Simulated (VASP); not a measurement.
## CdSe: relaxation of cell and atoms with PBE

The system is CdSe.

```
Cd Se
1.0
     4.39100    0.00000    0.00000
    -2.19550    3.80272    0.00000
     0.00000    0.00000    7.16780
Cd Se
2 2
Direct
  0.33333 0.66667 0.00463
  0.66667 0.33333 0.50463
  0.33333 0.66667 0.38037
  0.66667 0.33333 0.88037
```

```yaml
Program: VASP 6.6.1
Task: relaxation of cell and atoms
Functional: PBE
Potentials_or_basis: VASP PAW PBE potentials, release 64 (Cd, Se)
Cutoff: 520 eV
k_mesh: 12 × 12 × 6
Occupations: gaussian, width 0.02 eV
Spin: no spin polarisation
Further_INCAR_settings: ALGO = Normal; EDIFF = 1e-07; IBRION = 2; EDIFFG = -0.002; NSW = 80; ISIF = 3
```

The pressure after relaxing is 0.0 GPa. The band gap on the k mesh is 0.53 eV, direct.

Final structure:
```
Cd Se
1.0
     4.39100    0.00000    0.00000
    -2.19550    3.80272    0.00000
     0.00000    0.00000    7.16780
Cd Se
2 2
Direct
  0.33333 0.66667 0.00463
  0.66667 0.33333 0.50463
  0.33333 0.66667 0.38037
  0.66667 0.33333 0.88037
```

Levels at points of the mesh, in eV from the valence-band top:
| k point | band 15 | band 16 | band 17 | band 18 | band 19 | band 20 | band 21 | band 22 |
| --- | --- | --- | --- | --- | --- | --- | --- | --- |
| (0.00, 0.00, 0.00) | -0.68 | -0.04 | 0.00 | 0.00 | 0.53 | 2.14 | 5.85 | 5.85 |
| (0.50, 0.00, 0.00) | -2.40 | -1.66 | -1.19 | -0.67 | 3.08 | 3.33 | 4.78 | 5.92 |
| (0.00, 0.00, 0.50) | -0.35 | -0.35 | -0.35 | -0.35 | 2.25 | 2.25 | 5.75 | 5.75 |
| (0.50, 0.00, 0.50) | -1.23 | -1.23 | -1.20 | -1.20 | 2.89 | 2.89 | 4.83 | 4.83 |

Run time: 110 s on 1 thread of Intel(R) Xeon(R) Platinum 8488C (Sapphire Rapids), on a shared host, peak memory 0.37 GiB.

Caveat: the relaxation stopped at its first step, so nothing moved. Expect the measured gap to be larger: semilocal functionals such as PBE lack the derivative discontinuity.
